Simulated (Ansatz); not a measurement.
Ba under compression: one row to predict

The cell was reached from a generator's guess, though it ends in a space group that the Crystallography Open Database lists for this formula.

Level of theory: Ansatz 0.2.0, DFT PBE, scalar-relativistic, plane waves, PAW. The final run on the 1-atom cell used 420 eV, a Γ-centred 16×16×16 mesh, 0.10 eV smearing and no spin polarisation.

```
CELL_PARAMETERS angstrom
-2.51031 2.51031 2.51031
2.51031 -2.51031 2.51031
2.51031 2.51031 -2.51031
ATOMIC_POSITIONS crystal
Ba 0.00000 0.00000 0.00000
```

The cell was set to several volumes, with shape and atoms relaxed at each where symmetry leaves them free. Pressure is positive in compression, and energies count from the lowest row. No row has a gap on its mesh.

```tsv
row	V (Å³/atom)	P (GPa)	ΔE (meV/atom)
1	55.683	1.33	29.2
2	57.581	?	?
3	59.480	0.59	6.8
4	61.378	0.28	1.7
5	63.276	0.00	0.0
6	65.174	-0.24	1.4
7	67.073	-0.47	5.7
8	69.604	-0.73	15.2
```

Question: Find B = −V·ΔP/ΔV from rows 4 and 6 and from rows 1 and 3, and from the two its slope B′ and its value B0 at zero pressure.

Answer: Rows 4 and 6 give −(61.378 + 65.174)/2 × (-0.24 − (0.28))/(65.174 − 61.378) = 8.7 GPa at a mean pressure of 0.02 GPa. Rows 1 and 3 give −(55.683 + 59.480)/2 × (0.59 − (1.33))/(59.480 − 55.683) = 11.2 GPa at a mean pressure of 0.96 GPa. So B′ = (11.2 − 8.7)/(0.96 − (0.02)) = 2.66 and B0 = 8.7 − 2.66 × (0.02) = 8.6 GPa. A third-order Birch–Murnaghan fit to all the energies gives B0 = 8.7 GPa and B′ = 2.7.

Question: Estimate the pressure and energy of row 2.

Answer: From row 5, V0 = 63.276 × (1 + (0.00)/8.6) = 63.276 Å³/atom. Murnaghan's form P = (B0/B′)·[(V0/V)^B′ − 1] gives (8.6/2.66) × [(63.276/57.581)^2.66 − 1] = 0.92 GPa; the computed pressure is 0.94 GPa, so the estimate is off by -0.02 GPa. The work of compression from row 3, with the mean of the two pressures, gives ΔE = 6.8 + (0.92 + 0.59)/2 × (59.480 − 57.581)/160.2 × 1000 = 15.7 meV/atom (1 eV/Å³ = 160.2 GPa); the computed value is 15.8 meV/atom.

All volumes keep the k mesh of the relaxed cell. Symmetry constrained the relaxation, so the result can be a saddle point.
